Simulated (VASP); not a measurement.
Input of a VASP 6.6.1 run:

File run.py:

```python
from ase.calculators.vasp import Vasp
from ase.dft.bandgap import bandgap
from ase.io import read

atoms = read('TiC.xyz')
calc = Vasp(
    directory='calc',
    xc='rpbe',
    pp='PBE',
    setups='gw',
    prec='Accurate',
    encut=550,
    ediff=1e-07,
    ismear=0,
    sigma=0.02,
    lreal=False,
    lasph=True,
    nelm=100,
    algo='Normal',
    isif=2,
    lwave=False,
    lcharg=False,
    kpts=[11, 11, 11],
    gamma=True,
)
atoms.calc = calc

print('energy (eV):', atoms.get_potential_energy())
print('free energy (eV):', atoms.get_potential_energy(force_consistent=True))
print('forces (eV/A):')
print(atoms.get_forces())
print('stress (eV/A^3, Voigt):', atoms.get_stress())
print('Fermi level (eV):', calc.get_fermi_level())
gap, top, bottom = bandgap(calc)
print('band gap (eV):', gap, 'from (spin, k, band)', top, 'to', bottom)
```

Contents of TiC.xyz:

```xyz
2
Lattice="0.0000000000 2.1657188437 2.1657188437 2.1657188437 0.0000000000 2.1657188437 2.1657188437 2.1657188437 0.0000000000" Properties=species:S:1:pos:R:3 pbc="T T T"
Ti     0.0000000000      0.0000000000      0.0000000000
C      2.1657188437      2.1657188437      2.1657188437
```

Potentials or basis: VASP PAW PBE potentials, release 64 (Ti_sv_GW, C_GW).

The run is started by

```sh
$ python run.py
```

Problem. What does it give for the pressure?

Solution. 3.4 GPa.

Problem. Predict the band gap on the k mesh.

Solution. None (metal or under the smearing width).

Caveat: the PAW data sets were made with another functional, which shifts forces and pressure a little.
